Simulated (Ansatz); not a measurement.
A (111) slab of relaxed bulk Al (Fm-3m, 16.50 Å³/atom, gap on the mesh 0.00 eV), 3 planes in a 3×3 cell with the lowest 1 held; added atoms sit on lattice sites of the next plane. A dipole correction is on. The surface energy is the mean of the held and the free face; step energies are per length and the mean of the stripe's two steps, which run along the shortest translation of the plane; step and island energies count from the flat slab and bulk atoms.

Computed with DFT PBE, scalar-relativistic, plane waves, PAW in Ansatz 0.2.0.

Cutoff 420 eV, Gaussian smearing of 0.10 eV, energies at zero smearing, symmetry of each start kept, no spin polarisation.

```json
{"start": "flat slab", "atoms": "27", "k mesh": "4×4×1", "surface energy (J/m²)": "0.83", "gap on the mesh (eV)": "0", "island energy (eV)": "-"}
{"start": "island of 1 atom", "atoms": "28", "k mesh": "4×4×1", "surface energy (J/m²)": "-", "gap on the mesh (eV)": "0", "island energy (eV)": "0.85"}
```

Small energy differences in metals hang on the k mesh (about 10 mJ/m² or 1 to 2 meV/atom on the mesh of the relaxation).

Cost: 2 runs of about 5.1 core-minutes in all, on Arm Neoverse V1 (shared hosts).